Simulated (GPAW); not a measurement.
# HgTe (Coloradoite) (F-43m) in GPAW: notebook, part 2 of 3

GPAW 26.7.0. The steps go on from the part before.

## Step 4: Equation of state, RPBE

Contents of run.py:

```python
from ase.eos import EquationOfState
from ase.io import Trajectory, read
from ase.units import GPa
from gpaw import GPAW, PW

atoms = read('HgTe.cif')

traj = Trajectory('eos.traj', 'w')
volumes, energies = [], []
for x in [0.94, 0.96, 0.98, 1.0, 1.02, 1.04, 1.06]:
    a = atoms.copy()
    a.set_cell(atoms.cell * x**(1 / 3), scale_atoms=True)
    calc = GPAW(mode=PW(600),
                xc='RPBE',
                kpts={'size': (6, 6, 6), 'gamma': True},
                occupations={'name': 'fermi-dirac', 'width': 0.05},
                nbands=18,
                convergence={'density': 1e-05, 'energy': 1e-05},
                maxiter=150,
                txt=f'eos-{x:.2f}.txt')
    a.calc = calc
    energies.append(a.get_potential_energy(force_consistent=True))
    volumes.append(a.get_volume())
    p = -a.get_stress()[:3].mean() / GPa
    calc.write(f'eos-{x:.2f}.gpw')
    traj.write(a)
    print(f'{x:.2f} {volumes[-1]:10.4f} A^3 {energies[-1]:14.6f} eV {p:9.3f} GPa', flush=True)

v0, e0, B = EquationOfState(volumes, energies, eos='birchmurnaghan').fit()
print(f'V0 = {v0:.4f} A^3, E0 = {e0:.6f} eV, B0 = {B / GPa:.2f} GPa')
```

Contents of HgTe.cif:

```cif
data_HgTe
_cell_length_a 4.54598950
_cell_length_b 4.54598950
_cell_length_c 4.54598950
_cell_angle_alpha 60.00000000
_cell_angle_beta 60.00000000
_cell_angle_gamma 60.00000000
_space_group_name_H-M_alt 'P1'
_space_group_name_Hall 'P 1'
_space_group_IT_number 1
loop_
_space_group_symop_operation_xyz
'x,y,z'
loop_
_atom_site_label
_atom_site_type_symbol
_atom_site_symmetry_multiplicity
_atom_site_Wyckoff_symbol
_atom_site_fract_x
_atom_site_fract_y
_atom_site_fract_z
_atom_site_occupancy
Hg1 Hg 1 a 0.0000000000 0.0000000000 0.0000000000 1
Te1 Te 1 a 0.7500000000 0.7500000000 0.7500000000 1
```

Potentials or basis: the program's PAW data sets (release 1.2.1) made for this functional, pw.

On the command line:

```sh
OMP_NUM_THREADS=1 python run.py
```

Standard output:

```text
__  _  _
 | _ |_)|_||  |
 |__||  | ||/\| - 26.7.0

Input parameters:
  mode=PW(ecut=600.0),
  convergence={'density': 1e-05, 'energy': 1e-05},
  kpts=MonkhorstPack(size=(6, 6, 6), gamma=True),
  maxiter=150,
  nbands=18,
  occupations=Occupations(name='fermi-dirac', width=0.05),
  xc=XC(name='RPBE')

Diagonalizing LCAO Hamiltonian
Converting LCAO to pw mode

                          Te

       Hg

Atoms  # Å, Bohr magnetons
|   | symbol |        x |        y |        z |    initial magnetic moments |
|---|--------|----------|----------|----------|-----------------------------|
| 0 |     Hg | 0.000000 | 0.000000 | 0.000000 | ( 0.0000,  0.0000,  0.0000) |
| 1 |     Te | 6.679782 | 3.856574 | 2.727010 | ( 0.0000,  0.0000,  0.0000) |

Unit cell  # Å
| periodic |        x |        y |        z |  lengths |    angles |
|----------|----------|----------|----------|----------|-----------|
|      yes | 4.453188 | 0.000000 | 0.000000 | 4.453188 | 60.000000 |
|      yes | 2.226594 | 3.856574 | 0.000000 | 4.453188 | 60.000000 |
|      yes | 2.226594 | 1.285525 | 3.636013 | 4.453188 | 60.000000 |

Number of symmetries: 24
Symmetry operations  # r_c * U_cc + t_c -> r_c
|    | kind |            matrix            |
|----|------|------------------------------|
|  0 |  E   |  1, 0, 0,  0, 1, 0,  0, 0, 1 |
|  1 |  σ   |  1, 0, 0,  0, 0, 1,  0, 1, 0 |
|  2 |  σ   |  1, 0,-1,  0, 1,-1,  0, 0,-1 |
|  3 |  C3  |  1, 0,-1,  0, 0,-1,  0, 1,-1 |
|  4 |  C3  |  1,-1, 0,  0,-1, 1,  0,-1, 0 |
|  5 |  σ   |  1,-1, 0,  0,-1, 0,  0,-1, 1 |
|  6 |  σ   |  0, 1, 0,  1, 0, 0,  0, 0, 1 |
|  7 |  C3  |  0, 1, 0,  0, 0, 1,  1, 0, 0 |
|  8 |  C2  |  0, 1,-1,  1, 0,-1,  0, 0,-1 |
|  9 |  S4  |  0, 1,-1,  0, 0,-1,  1, 0,-1 |
| 10 |  C3  |  0, 0, 1,  1, 0, 0,  0, 1, 0 |
| 11 |  σ   |  0, 0, 1,  0, 1, 0,  1, 0, 0 |
| 12 |  S4  |  0, 0,-1,  1, 0,-1,  0, 1,-1 |
| 13 |  C3  |  0, 0,-1,  0, 1,-1,  1, 0,-1 |
| 14 |  S4  |  0,-1, 1,  1,-1, 0,  0,-1, 0 |
| 15 |  C2  |  0,-1, 1,  0,-1, 0,  1,-1, 0 |
| 16 |  C3  |  0,-1, 0,  1,-1, 0,  0,-1, 1 |
| 17 |  S4  |  0,-1, 0,  0,-1, 1,  1,-1, 0 |
| 18 |  S4  | -1, 1, 0, -1, 0, 1, -1, 0, 0 |
| 19 |  C3  | -1, 1, 0, -1, 0, 0, -1, 0, 1 |
| 20 |  C3  | -1, 0, 1, -1, 1, 0, -1, 0, 0 |
| 21 |  S4  | -1, 0, 1, -1, 0, 0, -1, 1, 0 |
| 22 |  σ   | -1, 0, 0, -1, 1, 0, -1, 0, 1 |
| 23 |  C2  | -1, 0, 0, -1, 0, 1, -1, 1, 0 |

BZ-sampling:
  Number of BZ points: 216
  Number of IBZ points: 16

  Monkhorst-Pack size: [6, 6, 6]
  Monkhorst-Pack shift: [0.08333333333333333, 0.08333333333333333, 0.08333333333333333]

K-points  # in reciprocal-cell coordinates
|     |                                coordinates |     weight |
|-----|--------------------------------------------|------------|
|   0 | (  0.00000000,   0.00000000,   0.00000000) | 0.00462963 |
|   1 | (  0.16666667,   0.16666667,   0.00000000) | 0.02777778 |
|   2 | (  0.16666667,   0.16666667,   0.16666667) | 0.03703704 |
|   3 | (  0.33333333,   0.16666667,   0.16666667) | 0.05555556 |
|   4 | (  0.33333333,   0.33333333,  -0.33333333) | 0.05555556 |
|   5 | (  0.33333333,   0.33333333,   0.00000000) | 0.02777778 |
|   6 | (  0.33333333,   0.33333333,   0.16666667) | 0.11111111 |
|   7 | (  0.33333333,   0.33333333,   0.33333333) | 0.03703704 |
|   8 | (  0.50000000,   0.33333333,  -0.33333333) | 0.11111111 |
|   9 | (  0.50000000,   0.33333333,  -0.16666667) | 0.05555556 |
| ... |                                            |            |
|  15 | (  0.50000000,   0.50000000,   0.50000000) | 0.01851852 |

Plane wave coefficients: 2100
Cutoff: 600.0 eV

Spin-components: 1 (collinear spins)
Bands:           18
Projectors:      11
Spin-degeneracy: 2
Datatype:        complex128

Parallelization:
  kpt:    1
  domain: 1
  band:   1

Density:
  Valence electrons: 24.0
  Components: 1
  Grid points: [27 27 27]
  Charge: 0.0  # |e|

Potential:
  Grid points: [27 27 27]

species:
  Hg:
    name:    Mercury
    Z:       80.0
    valence: 18
    core:    62
    charge:  0.0  # [|e|]
    compensation charges:
      type: gauss
      rc: 0.41  # [Å]
      lmax: 2
    cutoffs:
      filter: 2.17  # [Å]
      core: 2.06  # [Å]
    projectors
    | kind |    occ | energy [eV] | rcut [Å] |
    |------|--------|-------------|----------|
    |   6s |  2.000 |      -6.675 |    1.307 |
    |   5p |  6.000 |     -66.504 |    1.291 |
    |   6p |  0.000 |      -1.053 |    1.291 |
    |   5d | 10.000 |      -9.841 |    1.302 |
    |    s |        |      20.536 |    1.307 |
    |    d |        |      17.370 |    1.302 |

    Using partial waves for Hg as LCAO basis

  Te:
    name:    Tellurium
    Z:       52.0
    valence: 6
    core:    46
    charge:  0.0  # [|e|]
    compensation charges:
      type: gauss
      rc: 0.36  # [Å]
      lmax: 2
    cutoffs:
      filter: 2.09  # [Å]
      core: 3.17  # [Å]
    projectors
    | kind |    occ | energy [eV] | rcut [Å] |
    |------|--------|-------------|----------|
    |   5s |  2.000 |     -15.026 |    1.180 |
    |   5p |  4.000 |      -5.917 |    1.196 |
    |    s |        |      12.185 |    1.180 |
    |    p |        |      21.294 |    1.196 |
    |    d |        |       0.000 |    1.238 |

    Using partial waves for Te as LCAO basis

Reference energy: -717970.637756  # eV

eigensolver:
  PPCG
  Converge bands: occupied
  niter=2

density mixing:
  MSR1-Mixer
  Pratt-step length: 0.05
  Maximum mixing coefficient: 0.75
  Old densities: 10
  SVD Regularization: 0.005
  Good broyden scale: 1.0
  Trust region scale: 1.0
  Backstep threshold: 4.0
  History deletion threshold: 6.0
  Fourier metric: weight=20.0, sigma=0.015

occupation numbers:
  Fermi-Dirac:
    width: 0.0500  # eV

poisson solver:
  ecut: 4800.0  # eV

xc functional:
  name: RPBE with 2 nearest neighbor stencil

convergence criteria:
- Maximum integral of absolute [dens]ity change: 1e-05 electrons / valence electron
- Maximum [total energy] change in last 3 cyles: 1e-05 eV / valence electron
- Maximum integral of absolute [eigenst]ate change: 4e-08 eV^2 / valence electron
maximum number of iterations: 150

SCF iterations
|iter     | |      energy | eigst |  dens |
|---------|-|-------------|-------|-------|
|iter:   1| |   -3.560099 | -0.03 |       |
|iter:   2| |   -3.519886 | -2.03 | -1.41 |
|iter:   3| |   -3.413093 | -1.91 | -1.46 |
|iter:   4| |   -3.428780 | -2.60 | -1.87 |
|iter:   5| |   -3.438128 | -2.83 | -2.19 |
|iter:   6| |   -3.438697 | -4.13 | -3.18 |
|iter:   7| |   -3.438815 | -4.65 | -3.65 |
|iter:   8| |   -3.438817c| -6.16 | -4.15 |
|iter:   9| |   -3.438817c| -6.74 | -4.85 |
|iter:  10| |   -3.438817c| -7.33 | -5.26c|
|iter:  11| |   -3.438817c| -7.80c| -5.77c|

Converged in 11 steps
Energy contributions relative to reference atoms: (reference = -717970.637756)

Energy contributions:
  Kinetic:          40.899321
  Coulomb:         -34.130341
  Zero:             -1.993590
  External:          0.000000
  Xc:               -8.213747
  Entropy:          -0.000920
  Spinorbit:         0.000000
  ----------------------------
  Free energy:      -3.439277
  Extrapolated:     -3.438817

dipole moment: (-23.933344, -13.817923, -9.770747)  # |e|*Ang

Fermi level: 5.633
Eigenvalues  # (at kpt = [0.000, 0.000, 0.000])
| band index |      eig [eV] | occ [0-2] |
|------------|---------------|-----------|
|          0 |       -58.252 |     2.000 |
|        ... |               |           |
|          5 |        -2.359 |     2.000 |
|          6 |        -2.359 |     2.000 |
|          7 |        -1.761 |     2.000 |
|          8 |        -1.761 |     2.000 |
|          9 |         5.303 |     1.997 |
|         10 |         5.597 |     1.340 |
|         11 |         5.597 |     1.340 |
|         12 |         5.597 |     1.340 |
|         13 |         9.747 |     0.000 |
|         14 |         9.747 |     0.000 |
|         15 |         9.747 |     0.000 |
|         16 |        12.366 |     0.000 |
|         17 |        15.421 |     0.000 |

No gap
No difference between direct/indirect transitions

Stress tensor  # eV/Ang^3
|         x |         y |         z |
|-----------|-----------|-----------|
| -0.065705 |  0.000000 | -0.000000 |
|  0.000000 | -0.065705 |  0.000000 |
| -0.000000 | -0.000000 | -0.065705 |

# Writing to eos-0.94.gpw (mode='')
```

It took 2 min on 1 thread of Arm Neoverse V1, shared host; peak memory 0.25 GiB.

What came out:

```yaml
Equilibrium_volume: "38.57 Å³/atom (rough: see the caveat)"
Bulk_modulus: 29 GPa (rough)
```

Energy against volume, from the lowest point:
| volume (Å³/atom) | energy (meV/atom) |
| --- | --- |
| 31.223 | 162.99 |
| 31.887 | 122.56 |
| 32.551 | 88.21 |
| 33.215 | 59.31 |
| 33.880 | 35.31 |
| 34.544 | 15.68 |
| 35.208 | 0.00 |

Caveat: the minimum lies outside the volumes run. The run has no spin-orbit coupling, so splittings on Hg, Te are missing.

## Step 5: Equation of state, OLYP+D3(BJ)

run.py: that of step 4 with these lines changed.

```diff
@@ -1 +1,2 @@
+from ase.calculators.mixing import SumCalculator
 from ase.eos import EquationOfState
@@ -3,3 +4,6 @@
 from ase.units import GPa
-from gpaw import GPAW, PW
+from dftd3.ase import DFTD3
+from gpaw import GPAW, PW, setup_paths
+
+setup_paths.insert(0, '.')
 
@@ -13,3 +17,3 @@
     calc = GPAW(mode=PW(600),
-                xc='RPBE',
+                xc='GGA_X_OPTX+GGA_C_LYP',
                 kpts={'size': (6, 6, 6), 'gamma': True},
@@ -18,6 +22,7 @@
                 convergence={'density': 1e-05, 'energy': 1e-05},
+                eigensolver='davidson',
                 maxiter=150,
                 txt=f'eos-{x:.2f}.txt')
-    a.calc = calc
-    energies.append(a.get_potential_energy(force_consistent=True))
+    a.calc = SumCalculator([calc, DFTD3(method='olyp', damping='d3bj')])
+    energies.append(a.get_potential_energy())
     volumes.append(a.get_volume())
```

HgTe.cif is that of step 4.

Potentials or basis: PAW data sets generated in the run's folder for this functional, pw.

On the command line:

```sh
gpaw-setup -f GGA_X_OPTX+GGA_C_LYP Hg Te
OMP_NUM_THREADS=1 python run.py
```

Standard output:

```text
__  _  _
 | _ |_)|_||  |
 |__||  | ||/\| - 26.7.0

Input parameters:
  mode=PW(ecut=600.0),
  convergence={'density': 1e-05, 'energy': 1e-05},
  eigensolver=Davidson(niter=2),
  kpts=MonkhorstPack(size=(6, 6, 6), gamma=True),
  maxiter=150,
  nbands=18,
  occupations=Occupations(name='fermi-dirac', width=0.05),
  xc=XC(name='GGA_X_OPTX+GGA_C_LYP')

Diagonalizing LCAO Hamiltonian
Converting LCAO to pw mode

                          Te

       Hg

Atoms  # Å, Bohr magnetons
|   | symbol |        x |        y |        z |    initial magnetic moments |
|---|--------|----------|----------|----------|-----------------------------|
| 0 |     Hg | 0.000000 | 0.000000 | 0.000000 | ( 0.0000,  0.0000,  0.0000) |
| 1 |     Te | 6.679782 | 3.856574 | 2.727010 | ( 0.0000,  0.0000,  0.0000) |

Unit cell  # Å
| periodic |        x |        y |        z |  lengths |    angles |
|----------|----------|----------|----------|----------|-----------|
|      yes | 4.453188 | 0.000000 | 0.000000 | 4.453188 | 60.000000 |
|      yes | 2.226594 | 3.856574 | 0.000000 | 4.453188 | 60.000000 |
|      yes | 2.226594 | 1.285525 | 3.636013 | 4.453188 | 60.000000 |

Number of symmetries: 24
Symmetry operations  # r_c * U_cc + t_c -> r_c
|    | kind |            matrix            |
|----|------|------------------------------|
|  0 |  E   |  1, 0, 0,  0, 1, 0,  0, 0, 1 |
|  1 |  σ   |  1, 0, 0,  0, 0, 1,  0, 1, 0 |
|  2 |  σ   |  1, 0,-1,  0, 1,-1,  0, 0,-1 |
|  3 |  C3  |  1, 0,-1,  0, 0,-1,  0, 1,-1 |
|  4 |  C3  |  1,-1, 0,  0,-1, 1,  0,-1, 0 |
|  5 |  σ   |  1,-1, 0,  0,-1, 0,  0,-1, 1 |
|  6 |  σ   |  0, 1, 0,  1, 0, 0,  0, 0, 1 |
|  7 |  C3  |  0, 1, 0,  0, 0, 1,  1, 0, 0 |
|  8 |  C2  |  0, 1,-1,  1, 0,-1,  0, 0,-1 |
|  9 |  S4  |  0, 1,-1,  0, 0,-1,  1, 0,-1 |
| 10 |  C3  |  0, 0, 1,  1, 0, 0,  0, 1, 0 |
| 11 |  σ   |  0, 0, 1,  0, 1, 0,  1, 0, 0 |
| 12 |  S4  |  0, 0,-1,  1, 0,-1,  0, 1,-1 |
| 13 |  C3  |  0, 0,-1,  0, 1,-1,  1, 0,-1 |
| 14 |  S4  |  0,-1, 1,  1,-1, 0,  0,-1, 0 |
| 15 |  C2  |  0,-1, 1,  0,-1, 0,  1,-1, 0 |
| 16 |  C3  |  0,-1, 0,  1,-1, 0,  0,-1, 1 |
| 17 |  S4  |  0,-1, 0,  0,-1, 1,  1,-1, 0 |
| 18 |  S4  | -1, 1, 0, -1, 0, 1, -1, 0, 0 |
| 19 |  C3  | -1, 1, 0, -1, 0, 0, -1, 0, 1 |
| 20 |  C3  | -1, 0, 1, -1, 1, 0, -1, 0, 0 |
| 21 |  S4  | -1, 0, 1, -1, 0, 0, -1, 1, 0 |
| 22 |  σ   | -1, 0, 0, -1, 1, 0, -1, 0, 1 |
| 23 |  C2  | -1, 0, 0, -1, 0, 1, -1, 1, 0 |

BZ-sampling:
  Number of BZ points: 216
  Number of IBZ points: 16
[... 80 lines left out ...]
      filter: 2.09  # [Å]
      core: 3.17  # [Å]
    projectors
    | kind |    occ | energy [eV] | rcut [Å] |
    |------|--------|-------------|----------|
    |   5s |  2.000 |     -14.941 |    1.180 |
    |   5p |  4.000 |      -5.780 |    1.196 |
    |    s |        |      12.270 |    1.180 |
    |    p |        |      21.432 |    1.196 |
    |    d |        |       0.000 |    1.238 |

    Using partial waves for Te as LCAO basis

Reference energy: -718205.032548  # eV

eigensolver:
  Davidson
  Converge bands: occupied
  niter=2

density mixing:
  MSR1-Mixer
  Pratt-step length: 0.05
  Maximum mixing coefficient: 0.75
  Old densities: 10
  SVD Regularization: 0.005
  Good broyden scale: 1.0
  Trust region scale: 1.0
  Backstep threshold: 4.0
  History deletion threshold: 6.0
  Fourier metric: weight=20.0, sigma=0.015

occupation numbers:
  Fermi-Dirac:
    width: 0.0500  # eV

poisson solver:
  ecut: 4800.0  # eV

xc functional:
  name: GGA_X_OPTX+GGA_C_LYP with 2 nearest neighbor stencil

convergence criteria:
- Maximum integral of absolute [dens]ity change: 1e-05 electrons / valence electron
- Maximum [total energy] change in last 3 cyles: 1e-05 eV / valence electron
- Maximum integral of absolute [eigenst]ate change: 4e-08 eV^2 / valence electron
maximum number of iterations: 150

SCF iterations
|iter     | |      energy | eigst |  dens |
|---------|-|-------------|-------|-------|
|iter:   1| |   -2.882367 | +0.01 |       |
|iter:   2| |   -2.859550 | -1.11 | -1.40 |
|iter:   3| |   -2.803808 | -1.39 | -1.43 |
|iter:   4| |   -2.789368 | -2.24 | -1.84 |
|iter:   5| |   -2.801414 | -2.45 | -2.12 |
|iter:   6| |   -2.803424 | -2.96 | -2.89 |
|iter:   7| |   -2.804007 | -3.40 | -3.49 |
|iter:   8| |   -2.804124 | -3.92 | -3.96 |
|iter:   9| |   -2.804149c| -4.64 | -4.58 |
|iter:  10| |   -2.804153c| -5.26 | -4.85 |
|iter:  11| |   -2.804153c| -6.07 | -5.46c|
|iter:  12| |   -2.804153c| -6.56 | -5.74c|
|iter:  13| |   -2.804153c| -7.26 | -5.82c|
|iter:  14| |   -2.804153c| -7.72c| -6.19c|

Converged in 14 steps
Energy contributions relative to reference atoms: (reference = -718205.032548)

Energy contributions:
  Kinetic:          39.639989
  Coulomb:         -32.738499
  Zero:             -1.976253
  External:          0.000000
  Xc:               -7.728906
  Entropy:          -0.000969
  Spinorbit:         0.000000
  ----------------------------
  Free energy:      -2.804638
  Extrapolated:     -2.804153

dipole moment: (-23.772589, -13.725111, -9.705119)  # |e|*Ang

Fermi level: 5.663
Eigenvalues  # (at kpt = [0.000, 0.000, 0.000])
| band index |      eig [eV] | occ [0-2] |
|------------|---------------|-----------|
|          0 |       -58.493 |     2.000 |
|        ... |               |           |
|          5 |        -2.422 |     2.000 |
|          6 |        -2.422 |     2.000 |
|          7 |        -1.852 |     2.000 |
|          8 |        -1.852 |     2.000 |
|          9 |         5.483 |     1.947 |
|         10 |         5.625 |     1.358 |
|         11 |         5.625 |     1.358 |
|         12 |         5.625 |     1.358 |
|         13 |         9.922 |     0.000 |
|         14 |         9.922 |     0.000 |
|         15 |         9.922 |     0.000 |
|         16 |        12.995 |     0.000 |
|         17 |        15.762 |     0.000 |

No gap
No difference between direct/indirect transitions

Stress tensor  # eV/Ang^3
|         x |         y |         z |
|-----------|-----------|-----------|
| -0.062665 |  0.000000 |  0.000000 |
|  0.000000 | -0.062665 |  0.000000 |
| -0.000000 | -0.000000 | -0.062665 |

# Writing to eos-0.94.gpw (mode='')
```

Run time: 2.4 min. Hardware: 1 thread of Arm Neoverse V1, shared host; peak memory 0.26 GiB.

What came out:

- Equilibrium volume: 33.30 Å³/atom
- Bulk modulus: 42 GPa
- Pressure derivative of the bulk modulus: 5.4

Energy against volume, from the lowest point:
| volume (Å³/atom) | energy (meV/atom) |
| --- | --- |
| 31.223 | 19.32 |
| 31.887 | 8.52 |
| 32.551 | 2.25 |
| 33.215 | 0.00 |
| 33.880 | 1.25 |
| 34.544 | 5.60 |
| 35.208 | 12.69 |

The run has no spin-orbit coupling, so splittings on Hg, Te are missing.

[end of part 2 of 3]
